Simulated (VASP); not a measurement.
# Te (P3_121) in VASP: single point with HSE06

Aim: the single point of Te with HSE06.

All numbers are computed with VASP 6.6.1; they aren't measurements. Logs are shortened: lines on timing, memory, paths and dates and some standing lists are left out, and cuts for length are marked.

### Step 1. The structure

The structure is trigonal, space group P3_121 (No. 152). The conventional cell has a = 4.312 Å, b = 4.312 Å, c = 5.966 Å, α = 90.00°, β = 90.00°, γ = 120.00°. Te (site symmetry 2) has 6 Te at 2.91 to 3.34 Å as nearest neighbours.

### Step 2. Single point, HSE06

POSCAR

```
Te
1.0
    4.3118200000      0.0000000000      0.0000000000
   -2.1559100000      3.7341400000      0.0000000000
    0.0000000000      0.0000000000      5.9663300000
Te
3
Direct
    0.2846900000      0.0000000000      0.3333300000
    1.0000000000      0.2846900000      0.6666700000
    0.7153100000      0.7153100000      0.0000000000
```

INCAR.step1

```
ALGO = Normal ; EDIFF = 1E-5
ENCUT = 520 ; GGA = PE
ISIF = 2 ; ISMEAR = 0
LASPH = T ; LCHARG = F
LREAL = F ; LWAVE = T
NELM = 80 ; PREC = Accurate
SIGMA = 0.1
```

INCAR.step2

```
ALGO = Normal ; EDIFF = 1E-7
ENCUT = 520 ; GGA = PE
HFSCREEN = 0.2 ; ISIF = 2
ISMEAR = 0 ; ISTART = 1
LASPH = T ; LCHARG = F
LHFCALC = T ; LREAL = F
LWAVE = F ; NELM = 80
PREC = Accurate ; PRECFOCK = Fast
SIGMA = 0.1
```

KPOINTS

```
k-points
0
Gamma
  6 6 4
```

Potentials or basis: VASP PAW PBE potentials, release 64 (Te).

On the command line:

```
$ cat potpaw_PBE.64/Te/POTCAR > POTCAR
$ cp INCAR.step1 INCAR
$ mpirun -np 1 vasp_std > vasp.out
$ cp INCAR.step2 INCAR
$ mpirun -np 1 vasp_std > vasp.out
```

OUTCAR:

```text
EDIFF = 1E-7
   ENCUT = 520
   GGA = PE
   HFSCREEN = 0.2
   ISIF = 2
   ISMEAR = 0
   ISTART = 1
   LASPH = T
   LHFCALC = T
   LREAL = F
   NELM = 80
   PREC = Accurate
   PRECFOCK = Fast

 ion  position               nearest neighbor table
   1  0.285  0.000  0.333-   3 2.91   2 2.91   3 3.34   3 3.34   2 3.34   2 3.34
   2  0.000  0.285  0.667-   3 2.91   1 2.91   3 3.34   3 3.34   1 3.34   1 3.34
   3  0.715  0.715  0.000-   2 2.91   1 2.91   1 3.34   2 3.34   2 3.34   1 3.34

  LATTYP: Found a hexagonal cell.
 ALAT       =     4.3118200000
 C/A-ratio  =     1.3837149974

  Lattice vectors:

 A1 = (   4.3118200000,   0.0000000000,   0.0000000000)
 A2 = (  -2.1559100000,   3.7341400000,   0.0000000000)
 A3 = (   0.0000000000,   0.0000000000,   5.9663300000)

Analysis of symmetry for initial positions (statically):
=====================================================================
 Subroutine PRICEL returns:
 Original cell was already a primitive cell.

 Routine SETGRP: Setting up the symmetry group for a
 hexagonal supercell.

 Subroutine GETGRP returns: Found  2 space group operations
 (whereof  2 operations were pure point group operations)
 out of a pool of 24 trial point group operations.

The static configuration has the point symmetry C_2 .

Analysis of symmetry for dynamics (positions and initial velocities):
=====================================================================
 Subroutine PRICEL returns:
 Original cell was already a primitive cell.

 Routine SETGRP: Setting up the symmetry group for a
 hexagonal supercell.

 Subroutine GETGRP returns: Found  2 space group operations
 (whereof  2 operations were pure point group operations)
 out of a pool of 24 trial point group operations.

The dynamic configuration has the point symmetry C_2 .

 Subroutine INISYM returns: Found  2 space group operations
 (whereof  2 operations are pure point group operations),
 and found     1 'primitive' translations

----------------------------------------------------------------------------------------

                                     Primitive cell

  volume of cell :      96.0635

  direct lattice vectors                    reciprocal lattice vectors
     4.311820000  0.000000000  0.000000000     0.231920627  0.133899640  0.000000000
    -2.155910000  3.734140000  0.000000000     0.000000000  0.267799279  0.000000000
     0.000000000  0.000000000  5.966330000     0.000000000  0.000000000  0.167607223

  length of vectors
[... 100 lines left out ...]
   EFERMI_NEDOS =   21; number of points for ismear=-14 and -15
   IALGO  =     38    algorithm
   IMIX   =      1    mixing-type and parameters
     AMIX     =   0.40;   BMIX     =  1.00
     AMIX_MAG =   1.60;   BMIX_MAG =  1.00
  volume/ion in A,a.u.               =      32.02       216.09
  Fermi-wavevector in a.u.,A,eV,Ry     =   0.936798  1.770292 11.940355  0.877591
  Thomas-Fermi vector in A             =   2.063845
   LORBIT       =      0    0 simple, 1 ext, 2 COOP (PROOUT), +10 PAW based schemes
   GGA     = PE    functional components
   LHFCALC =     T    Hartree Fock is set to
   PRECFOCK=fast      Normal, Fast or Accurate (Low or Medium for compatibility)
   ENCUT4O =  -1.0   cutoff for four orbital integrals eV
   NKREDX  =     1    reduce k-point grid by
   NKREDY  =     1    reduce k-point grid by
   NKREDZ  =     1    reduce k-point grid by
   AEXX    =    0.2500 exact exchange contribution
   HFSCREEN=    0.2000 screening length (either q_TF or 0.3 A-1)
   HFSCREENC=   0.2000 screening length for correlation (either q_TF or 0.3 A-1)
   ENCUTFOCK=  -1.0 apply spherical cutoff to Coloumb kernel
   IVDW    =     0    specifies the selected vdW correction
   LEPSILON=     F    determine dielectric tensor
   LRPA    =     F    only Hartree local field effects (RPA)
 non-spin polarized calculation
 Gauss-broadening in eV      SIGMA  =   0.10
  energy-cutoff  :      520.00
  volume of cell :       96.06
 maximum number of plane-waves:      2607
  NGX = 18; NGY = 18; NGZ = 24

 number of electron      17.9999998 magnetization

 Free energy of the ion-electron system (eV)
  ---------------------------------------------------
  ext. energy  EPLUGINS =         0.00000000
  ---------------------------------------------------
  free energy    TOTEN  =       -11.81458198 eV

  energy without entropy =      -11.81448917  energy(sigma->0) =      -11.81453558

 E-fermi :   6.5699     XC(G=0):  -7.8045

 val. band max:        6.3833284476   @ k =   0.3333   0.3333   0.5000
 cond. band min:       6.7391842925   @ k =   0.3333   0.3333   0.5000
 fundamental gap:      0.3558558449
 Fermi energy:         6.5698775839

 k-point     1 :       0.0000    0.0000    0.0000
  band No.  band energies     occupation
      1      -8.9091      2.00000
      2      -5.1566      2.00000
      3      -5.1565      2.00000
      4       3.1420      2.00000
      5       3.5880      2.00000
      6       3.5880      2.00000
      7       4.4120      2.00000
      8       4.4120      2.00000
      9       5.0650      2.00000
     10       7.8124      0.00000
     11       7.8125      0.00000
     12       8.6413      0.00000
     13      11.8787      0.00000
[... 354 lines left out ...]
  band No.  band energies     occupation
      1      -7.2200      2.00000
      2      -6.2279      2.00000
      3      -4.9019      2.00000
      4       0.1065      2.00000
      5       1.2799      2.00000
      6       2.1491      2.00000
      7       3.8007      2.00000
      8       4.3916      2.00000
      9       4.5953      2.00000
     10       7.9691      0.00000
     11       8.7644      0.00000
     12       9.4152      0.00000
     13      10.1641      0.00000

 [... further k-points ...]
[... 5 lines left out ...]
  --------------------------------------------------------------------------------------
  -------------------------------------------------------------------------------------
  Total        0.3229576      0.3212035     -0.4275410     -0.0015183     -0.0000853      0.0001478
  in kB        5.3863874      5.3571316     -7.1306619     -0.0253222     -0.0014225      0.0024652
  external PRESSURE =       1.2042857 kB  Pullay stress =       0.0000000 kB

 VOLUME and BASIS-vectors are now :
 -----------------------------------------------------------------------------
  energy-cutoff  :      520.00
  volume of cell :       96.06
      direct lattice vectors                 reciprocal lattice vectors
     4.311820000  0.000000000  0.000000000     0.231920627  0.133899640  0.000000000
    -2.155910000  3.734140000  0.000000000     0.000000000  0.267799279  0.000000000
     0.000000000  0.000000000  5.966330000     0.000000000  0.000000000  0.167607223

 POSITION                                       TOTAL-FORCE (eV/Angst)
 -----------------------------------------------------------------------------------
      1.22753      0.00000      1.98876        -0.449484      0.000006      0.000148
     -0.61377      1.06307      3.97757         0.224747     -0.389261     -0.000148
      1.54214      2.67107      0.00000         0.224737      0.389255      0.000000
 -----------------------------------------------------------------------------------
    total drift:                               -0.000002      0.000001      0.000000

  FREE ENERGIE OF THE ION-ELECTRON SYSTEM (eV)
  ---------------------------------------------------
  free  energy   TOTEN  =       -11.8145819846 eV

  energy  without entropy=      -11.8144891717  energy(sigma->0) =      -11.81453558
```

OSZICAR.step1:

```text
N       E                     dE             d eps       ncg     rms          rms(c)
DAV:   1     0.794369126040E+02    0.79437E+02   -0.66933E+03  1222   0.111E+03
DAV:   2    -0.378355410585E+01   -0.83220E+02   -0.79837E+02  1617   0.157E+02
DAV:   3    -0.926942817021E+01   -0.54859E+01   -0.54203E+01  1527   0.457E+01
DAV:   4    -0.936600305906E+01   -0.96575E-01   -0.96495E-01  1427   0.731E+00
DAV:   5    -0.936780200708E+01   -0.17989E-02   -0.17989E-02  1514   0.984E-01    0.131E+01
DAV:   6    -0.936124517716E+01    0.65568E-02   -0.13073E-02  1307   0.811E-01    0.822E+00
DAV:   7    -0.936215764941E+01   -0.91247E-03   -0.25841E-02  1277   0.117E+00    0.258E-01
DAV:   8    -0.936182556793E+01    0.33208E-03   -0.43270E-03  1247   0.427E-01    0.121E-01
DAV:   9    -0.936185328211E+01   -0.27714E-04   -0.12870E-04  1584   0.872E-02    0.897E-02
DAV:  10    -0.936188186795E+01   -0.28586E-04   -0.36402E-05  1239   0.439E-02    0.184E-02
DAV:  11    -0.936187989211E+01    0.19758E-05   -0.79552E-06   641   0.200E-02
   1 F= -.93618799E+01 E0= -.93608127E+01  d E =-.213434E-02
```

Wall time 45 min (1 thread of Intel Xeon 6975P-C (Granite Rapids), shared host); peak memory 0.36 GiB.

What came out:

* Free energy: -11.8146 eV
* Pressure: 0.1 GPa
* Largest force: 0.449 eV/Å
* Band gap on the k mesh: 0.36 eV, direct

Forces on the atoms (eV/Å):
```
Te  -0.449  0.000  0.000
Te   0.225 -0.389  0.000
Te   0.225  0.389  0.000
```

Caveat: the PAW data sets were made with another functional, which shifts forces and pressure a little; spin-orbit coupling is left out, which moves the levels of the heavy elements. A k mesh can miss the band edges.
